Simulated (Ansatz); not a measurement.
How an unstable Be structure lowers its energy

These are results of DFT PBEsol, scalar-relativistic, plane waves, PAW (Ansatz 0.2.0), not measurements. All cells share a 420 eV cutoff and Γ-centred k meshes spaced at most 0.3 Å⁻¹ (0.19 for metals, 2π included).

The start was the simple hexagonal type (P6/mmm, No. 191), relaxed within its symmetry. A cell of 8 atoms (8 times the primitive one) was then disturbed at random, relaxed without symmetry and relaxed once more on a fine mesh. For metals, differences of a few meV/atom aren't resolved.

Before:

```
Be
1.0
     2.14071    0.00000    0.00000
    -1.07035    1.85391    0.00000
     0.00000    0.00000    2.41994
Be
1
Direct
  0.00000 0.00000 0.00000
```

After:

```
Be
1.0
     2.25721    0.00000    0.00000
    -1.12860    1.95480    0.00000
     0.00000    0.00000    3.55237
Be
2
Direct
  0.66667 0.33333 0.75000
  0.33333 0.66667 0.25000
```

Question: Is this a distortion of the same structure or a reconstruction, and what lowers the energy?

Answer: A reconstruction, from P6/mmm (No. 191) to P6_3/mmc (No. 194). Each Be has on average 12 Be contacts in place of 8, longer on average (2.21 → 2.23 Å). The result is the hcp structure.

Question: What does it gain?

Answer: 526 meV/atom, with the volume going from 9.60 to 7.84 Å³/atom.